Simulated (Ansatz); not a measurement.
**Au, one cell by several methods**

```xyz
1
Lattice="0.0000 2.0455 2.0455 2.0455 0.0000 2.0455 2.0455 2.0455 0.0000" Properties=species:S:1:pos:R:3 pbc="T T T"
Au    0.0000    0.0000    0.0000
```

The geometry is COD entry 9013036, unchecked; take it as a test cell. It was measured hot, at 574 K.

No spin–orbit coupling, which matters for the heavy atoms here.

Levels of theory: DFT, PBE, PAW with Ansatz's default frozen-core files, scalar-relativistic (Ansatz 0.2.0); DFT, PBE, all-electron PAW with datasets made for the crystal, scalar-relativistic (Ansatz 0.2.0); DFT, PBE, all-electron LAPW, scalar-relativistic (Ansatz 0.2.0).

For PAW: a Γ-centred 14×14×14 k mesh, Fermi–Dirac smearing of 0.08 eV, cutoff 420 eV, no spin polarisation. The crystal-made all-electron datasets (AE datasets) take a cutoff of 260 eV at this cell. LAPW targets a basis error of 0.25 meV/atom. The Ansatz runs share mesh, smearing and spin set-up. Plane-wave (PAW) pressures include the program's estimate of the Pulay term.

Stress and pressure are positive in compression.

Levels count from the Fermi level.

```
                      quantity     PAW  AE datasets    LAPW
                pressure (GPa)    7.83         7.81    7.80
highest filled level at X (eV)  -1.612       -1.612  -1.612
  lowest empty level at X (eV)   1.051        1.051   1.051
highest filled level at Γ (eV)  -3.130       -3.129  -3.129
  lowest empty level at Γ (eV)  14.509       14.505  14.505
highest filled level at L (eV)  -0.922       -0.921  -0.921
  lowest empty level at L (eV)   3.093        3.091   3.091
```

PAW's pressure differs from the LAPW value by +0.02 GPa.
